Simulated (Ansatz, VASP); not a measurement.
**Cl2: VASP beside Ansatz**

```
CELL_PARAMETERS angstrom
11.00000 0.00000 0.00000
0.00000 11.50000 0.00000
0.00000 0.00000 12.00000
ATOMIC_POSITIONS crystal
Cl 0.50000 0.50000 0.41650
Cl 0.50000 0.50000 0.58350
```

Alike in both runs: functional PBE; k mesh 1 × 1 × 1; occupations gaussian, width 0.01 eV; no spin polarisation.

Ansatz relaxed the structure, and its values are those at the end. VASP's run is a single point on that final structure, the one shown.

```csv
,VASP,Ansatz
version,VASP 6.6.1,Ansatz 0.2.0
potentials or method,"VASP PAW PBE potentials, release 64 (Cl)","scalar-relativistic, plane waves, PAW"
plane-wave cutoff (eV),520,420
valence electrons in the cell,14,14
```

Ansatz gave:

```
gap on the k mesh at the Fermi level (eV) : 2.95
least direct gap on the mesh (eV)         : 2.95
rms of the force components (eV/Å)        : 0.000
```

**Question.** Estimate VASP's values.

**Answer.** gap on the k mesh at the Fermi level (eV): 3.00; least direct gap on the mesh (eV): 3.00; rms of the force components (eV/Å): 0.108.

A hybrid or GW would open this gap; PBE tends to underestimate it.
